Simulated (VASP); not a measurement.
VASP 6.6.1, r²SCAN single-point calculation, KI (strained zincblende)

INCAR

```
LWAVE = .FALSE.
NBANDS = 15
SIGMA = 0.01
NELM = 120
METAGGA = R2SCAN
NSW = 0
LCHARG = .FALSE.
LREAL = .FALSE.
ISIF = 2
ENCUT = 520
IBRION = -1
LASPH = .TRUE.
ISMEAR = 0
PREC = Accurate
EDIFF = 1E-7
ALGO = Normal
```

KPOINTS

```
KPOINTS created by Atomic Simulation Environment
0
Gamma
6 6 6
0 0 0
```

KPOINTS_OPT

```
special points
6
Reciprocal
0.0000000000 0.0000000000 0.0000000000 1
-0.5000000000 -0.5000000000 0.0000000000 1
-0.3750000000 -0.3750000000 0.2500000000 1
-0.3750000000 0.0000000000 0.3750000000 1
0.0000000000 0.0000000000 0.5000000000 1
-0.5000000000 -0.2500000000 0.2500000000 1
```

POSCAR

```
K  I
 1.0000000000000000
     0.0000000000000000    4.0055530385999996    3.8880586811000000
     4.0055530385999996    0.0000000000000000    3.8880586811000000
     4.0055530385999996    4.0055530385999996    0.0000000000000000
 K   I
   1   1
Cartesian
  0.0000000000000000  0.0000000000000000  0.0000000000000000
  2.0027765192999998  2.0027765192999998  1.9440293405500004
```

VASP ran with the recommended PBE PAW datasets (16 valence electrons in the cell).

Command

```
mpirun -np 1 vasp_std
```

From OUTCAR

```
k-points           NKPTS =     30   k-points in BZ     NKDIM =     30   number of bands    NBANDS=     15

   NELECT =      16.0000    total number of electrons

   dimension x,y,z NGX =    42 NGY =   42 NGZ =   42
   dimension x,y,z NGXF=    84 NGYF=   84 NGZF=   84

  energy-cutoff  :      520.00
  volume of cell :      124.76
      direct lattice vectors                 reciprocal lattice vectors
     0.000000000  4.005553039  3.888058681    -0.124826708  0.124826708  0.128598882
     4.005553039  0.000000000  3.888058681     0.124826708 -0.124826708  0.128598882
     4.005553039  4.005553039  0.000000000     0.124826708  0.124826708 -0.128598882

 k-points in reciprocal lattice and weights: KPOINTS created by Atomic Simulation Env
   0.00000000  0.00000000  0.00000000       0.005
   0.16666667  0.00000000  0.00000000       0.037
   0.33333333  0.00000000  0.00000000       0.037
   0.50000000  0.00000000  0.00000000       0.019
   0.16666667  0.16666667  0.00000000       0.009
   0.33333333  0.16666667  0.00000000       0.037
   0.50000000  0.16666667  0.00000000       0.037
  -0.33333333  0.16666667  0.00000000       0.037
   ...

 E-fermi :  -2.3666

 k-point     1 :       0.0000    0.0000    0.0000
  band No.  band energies     occupation
      1     -32.1492      2.00000
      2     -14.8709      2.00000
      3     -14.8670      2.00000
      4     -14.8670      2.00000
      5     -12.8245      2.00000
      6      -2.5154      2.00000
      7      -2.5154      2.00000
      8      -2.4993      2.00000
      9       1.9593      0.00000
     10       5.5857      0.00000
     11       5.7786      0.00000
     12       6.2927      0.00000
     13       6.2927      0.00000
     14       6.3537      0.00000
     15       7.3157      0.00000

 k-point     2 :       0.1667    0.0000    0.0000
  band No.  band energies     occupation
      1     -32.1491      2.00000
      2     -14.8835      2.00000
      3     -14.8700      2.00000
      4     -14.8678      2.00000
      5     -12.7985      2.00000
      6      -2.6436      2.00000
      7      -2.5199      2.00000
      8      -2.5038      2.00000
      9       2.3608      0.00000
     10       5.3595      0.00000
     11       5.4949      0.00000
     12       5.9258      0.00000
     13       6.6254      0.00000
     14       6.6645      0.00000
     15       6.8219      0.00000

 k-point     3 :       0.3333    0.0000    0.0000
  band No.  band energies     occupation
      1     -32.1488      2.00000
      2     -14.9124      2.00000
      3     -14.8716      2.00000
      4     -14.8695      2.00000
      5     -12.7477      2.00000
      6      -2.8675      2.00000
      7      -2.5291      2.00000
      8      -2.5031      2.00000
      9       3.2076      0.00000
     10       5.0561      0.00000
     11       5.1800      0.00000
     12       5.3073      0.00000
     13       6.6415      0.00000
     14       6.7451      0.00000
     15       6.7680      0.00000

 k-point     4 :       0.5000    0.0000    0.0000
  band No.  band energies     occupation
      1     -32.1487      2.00000
      2     -14.9263      2.00000
      3     -14.8723      2.00000
      4     -14.8703      2.00000
      5     -12.7228      2.00000
      6      -2.9638      2.00000
      7      -2.5339      2.00000
      8      -2.5028      2.00000
      9       3.7770      0.00000
     10       4.4583      0.00000
     11       5.1428      0.00000
     12       5.2698      0.00000
     13       6.6235      0.00000
     14       6.7288      0.00000
     15       7.3433      0.00000

 k-point     5 :       0.1667    0.1667    0.0000
  band No.  band energies     occupation
      1     -32.1490      2.00000
      2     -14.8887      2.00000
      3     -14.8689      2.00000
      4     -14.8689      2.00000
      5     -12.7903      2.00000
      6      -2.6492      2.00000
      7      -2.5352      2.00000
      8      -2.5352      2.00000
      9       2.5086      0.00000
     10       4.9836      0.00000
     11       5.8128      0.00000
     12       6.0640      0.00000
     13       6.5368      0.00000
     14       6.5368      0.00000
     15       7.2420      0.00000

 k-point     6 :       0.3333    0.1667    0.0000
  band No.  band energies     occupation
      1     -32.1488      2.00000
      2     -14.9107      2.00000
      3     -14.8717      2.00000
      4     -14.8707      2.00000
      5     -12.7482      2.00000
      6      -2.8145      2.00000
      7      -2.5510      2.00000
      8      -2.5492      2.00000
      9       3.1815      0.00000
     10       4.6353      0.00000
     11       5.4229      0.00000
     12       5.7072      0.00000
     13       6.7245      0.00000
     14       6.8051      0.00000
     15       6.9964      0.00000

 k-point     7 :       0.5000    0.1667    0.0000
  band No.  band energies     occupation
      1     -32.1487      2.00000
      2     -14.9277      2.00000
      3     -14.8748      2.00000
      4     -14.8714      2.00000
      5     -12.7149      2.00000
      6      -2.9135      2.00000
      7      -2.5866      2.00000
      8      -2.5484      2.00000
      9       3.8364      0.00000
     10       4.2611      0.00000
     11       5.2778      0.00000
     12       5.4008      0.00000
     13       6.8239      0.00000
     14       6.8768      0.00000
     15       7.3328      0.00000

 k-point     8 :      -0.3333    0.1667    0.0000
  band No.  band energies     occupation
      1     -32.1487      2.00000
      2     -14.9228      2.00000
      3     -14.8760      2.00000
      4     -14.8704      2.00000
      5     -12.7228      2.00000
      6      -2.8764      2.00000
      7      -2.6001      2.00000
      8      -2.5333      2.00000
      9       3.6605      0.00000
     10       4.4918      0.00000
     11       5.1216      0.00000
     12       5.3322      0.00000
     13       6.8479      0.00000
     14       7.0103      0.00000
     15       7.1303      0.00000

 k-point     9 :      -0.1667    0.1667    0.0000
  band No.  band energies     occupation
      1     -32.1489      2.00000
      2     -14.9003      2.00000
      3     -14.8742      2.00000
      4     -14.8685      2.00000
      5     -12.7643      2.00000
      6      -2.7525      2.00000
      7      -2.5544      2.00000
      8      -2.5187      2.00000
      9       2.8986      0.00000
     10       5.0644      0.00000
     11       5.1317      0.00000
     12       5.5993      0.00000
     13       6.7906      0.00000
     14       6.8389      0.00000
     15       7.0333      0.00000

 k-point    10 :       0.3333    0.3333    0.0000
  band No.  band energies     occupation
      1     -32.1487      2.00000
      2     -14.9227      2.00000
      3     -14.8728      2.00000
      4     -14.8728      2.00000
      5     -12.7238      2.00000
      6      -2.8761      2.00000
      7      -2.5725      2.00000
      8      -2.5725      2.00000
      9       3.2970      0.00000
     10       4.4271      0.00000
     11       5.3711      0.00000
     12       6.4523      0.00000
     13       6.6467      0.00000
     14       6.6467      0.00000
     15       7.7427      0.00000

 k-point    11 :       0.5000    0.3333    0.0000
  band No.  band energies     occupation
      1     -32.1486      2.00000
      2     -14.9342      2.00000
      3     -14.8758      2.00000
      4     -14.8736      2.00000
      5     -12.6992      2.00000
      6      -2.9069      2.00000
      7      -2.6362      2.00000
      8      -2.5765      2.00000
      9       3.3924      0.00000
     10       4.4029      0.00000
     11       5.6666      0.00000
     12       6.0632      0.00000
     13       6.7550      0.00000
     14       7.0098      0.00000
     15       7.4571      0.00000

 k-point    12 :      -0.3333    0.3333    0.0000
  band No.  band energies     occupation
      1     -32.1486      2.00000
      2     -14.9331      2.00000
      3     -14.8786      2.00000
      4     -14.8724      2.00000
      5     -12.6987      2.00000
      6      -2.8078      2.00000
      7      -2.7567      2.00000
      8      -2.5573      2.00000
      9       3.6626      0.00000
     10       4.3802      0.00000
     11       5.4880      0.00000
     12       5.6020      0.00000
     13       6.8003      0.00000
     14       7.0222      0.00000
     15       7.3979      0.00000

 k-point    13 :       0.5000    0.5000    0.0000
  band No.  band energies     occupation
      1     -32.1485      2.00000
      2     -14.9390      2.00000
      3     -14.8747      2.00000
      4     -14.8747      2.00000
      5     -12.6915      2.00000
      6      -2.9635      2.00000
      7      -2.5902      2.00000
      8      -2.5902      2.00000
      9       3.1996      0.00000
     10       4.3089      0.00000
     11       6.3525      0.00000
     12       6.5611      0.00000
     13       6.5611      0.00000
     14       7.0716      0.00000
     15       7.1569      0.00000

 ...

  Total       -0.0015203     -0.0015203     -0.0007539      0.0000000      0.0000000     -0.0000000
  in kB       -0.0195234     -0.0195234     -0.0096808      0.0000000      0.0000000     -0.0000000
  external PRESSURE =      -0.0162426 kB  Pullay stress =       0.0000000 kB

 POSITION                                       TOTAL-FORCE (eV/Angst)
 -----------------------------------------------------------------------------------
      0.00000      0.00000      0.00000         0.000000      0.000000      0.000000
      2.00278      2.00278      1.94403        -0.000000     -0.000000     -0.000000
 -----------------------------------------------------------------------------------
    total drift:                               -0.000000     -0.000000     -0.000000

  FREE ENERGIE OF THE ION-ELECTRON SYSTEM (eV)
  ---------------------------------------------------
  free  energy   TOTEN  =       -33.7138068057 eV

  energy  without entropy=      -33.7138068057  energy(sigma->0) =      -33.71380681
```

```
gap between bands v and c : 4.46 eV
least direct gap          : 4.46 eV
pressure                  : 0.0 GPa
```

Band v is the last that the valence electrons fill when counted band by band, and c is the next.

The run took about 3.3 min on one core of a shared host (Intel Xeon Platinum 8488C) and held 0.33 GiB at most.
